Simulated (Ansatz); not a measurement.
Squeezing SiC (wurtzite type)

```
CELL_PARAMETERS angstrom
3.09192 0.00000 0.00000
-1.54596 2.67768 0.00000
0.00000 0.00000 5.07429
ATOMIC_POSITIONS crystal
Si 0.33333 0.66667 0.00008
Si 0.66667 0.33333 0.50008
C 0.33333 0.66667 0.37592
C 0.66667 0.33333 0.87592
```

The cell comes from a relaxation on PAW files under the same functional, begun from a prototype that needn't be the stable phase.

Its volume is scaled, and at each volume shape and atoms are relaxed on PAW files; all methods then take that cell.

Level of theory: DFT with PBE, scalar-relativistic, in Ansatz 0.2.0; a Γ-centred 13×13×7 k mesh, Fermi–Dirac smearing of 0.1 eV, no spin polarisation. LAPW: all electrons, basis error target 1 meV/atom; PAW: frozen-core files, cutoff 420 eV.

Energies are extrapolated to zero smearing and count from the unscaled cell; pressure is positive in compression; gaps take the mesh and a band path. No temperature or zero-point motion is included.

| V/V0 | V (Å³/atom) | P LAPW (GPa) | ΔE LAPW (eV/atom) | P PAW − LAPW (GPa) | ΔE PAW − LAPW (meV/atom) | gap (eV) | space group | shortest distance (Å) |
| --- | --- | --- | --- | --- | --- | --- | --- | --- |
| 1.00 | 10.50 | 0.03 | 0.000 | -0.02 | 0.0 | 2.31 | P6_3mc | 1.893 |
| 0.94 | 9.87 | 14.90 | 0.028 | 0.01 | 0.0 | – | P6_3mc | 1.855 |
| 0.88 | 9.24 | 34.9 | 0.124 | 0.05 | 0.1 | – | P6_3mc | 1.815 |
| 0.80 | 8.40 | 72.9 | 0.400 | 0.16 | 0.7 | – | P6_3mc | 1.758 |
| 0.72 | 7.56 | ? | ? | ? | ? | ? | ? | ? |
| 0.64 | 6.72 | 219.4 | 1.823 | 0.48 | 4.0 | – | P6_3mc | 1.632 |

**Question.** Fit the Vinet equation to the LAPW pressures shown (residuals weighted by 1/(|P| + 0.03·Pmax)), and predict the pressure of the withheld row.

**Answer.** The fit gives V0 = 10.50 Å³/atom, B0 = 213 GPa and B0′ = 3.96. At 7.56 Å³/atom, x = (V/V0)^(1/3) = 0.8962, and P = 3·B0·(1 − x)/x²·exp[1.5·(B0′ − 1)·(1 − x)] = 130.6 GPa. The run itself gave 130.5 GPa (+0.1 % off) and ΔE = 0.923 eV/atom.

**Question.** How do the Löwdin populations by LAPW change from the unscaled cell to the last row?

**Answer.** Si 3s 0.90 → 0.69, Si 3p 2.06 → 1.99, C 2s 1.17 → 1.08, C 2p 3.82 → 4.22 electrons an atom. These are projections on the shells that the free atoms fill; 0.15 e a cell lies outside them at the start and 0.19 e at the end.
